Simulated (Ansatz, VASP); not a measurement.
## Two plane-wave programs on Bi

File INCAR:

```
SYSTEM = Bi
PREC = Accurate
ENCUT = 520
EDIFF = 1E-6
ISMEAR = 0
SIGMA = 0.05
LREAL = .FALSE.
LASPH = .TRUE.
NELM = 100
ALGO = Fast
ISIF = 2
LWAVE = .FALSE.
LCHARG = .FALSE.
GGA = PE
NBANDS = 14
```

KPOINTS

```
Automatic mesh
0
G
  6 6 6
  0 0 0
```

File POSCAR:

```
Bi
1.0
    0.0000000000      2.5782521733      2.5782521733
    2.5782521733      0.0000000000      2.5782521733
    2.5782521733      2.5782521733      0.0000000000
Bi
1
Direct
    0.0000000000      0.0000000000      0.0000000000
```

Input for Ansatz:

```yaml
crystal:
  lattice:
    - [0.0, 2.5782521733, 2.5782521733]
    - [2.5782521733, 0.0, 2.5782521733]
    - [2.5782521733, 2.5782521733, 0.0]
  atoms:
    - { symbol: Bi, position: [0.0, 0.0, 0.0] }
basis:
  ecutwfc: 600
  ecutrho_ratio: 5
kpoints:
  mp_grid: { grid: [6, 6, 6] }
hamiltonian:
  xc: pbe
scf:
  occupations: { method: gaussian, width: 0.05 }
output:
  forces: true
  stress: true
  eigenvalues: true
```

Alike in both runs: task single point; functional PBE; k mesh 6 × 6 × 6; occupations gaussian, width 0.05 eV; no spin polarisation.

|  | VASP | Ansatz |
| --- | --- | --- |
| version | VASP 6.6.1 | Ansatz 0.2.0 |
| potentials or method | VASP PAW PBE potentials, release 64 (Bi_d) | scalar-relativistic, plane waves, PAW |
| plane-wave cutoff (eV) | 520 | 600 |
| valence electrons in the cell | 15 | 15 |

```csv
,VASP,Ansatz,Ansatz less VASP
gap on the k mesh at the Fermi level (eV),none,none,-
pressure (GPa),-3.7,-3.6,+0.03
```

A gap of «none» marks a metal or a gap that the smearing closes. The functional is the same, so the differences come from potentials, cutoffs and numerics.

Caveats: spin-orbit coupling is left out, which moves the levels of the heavy elements.
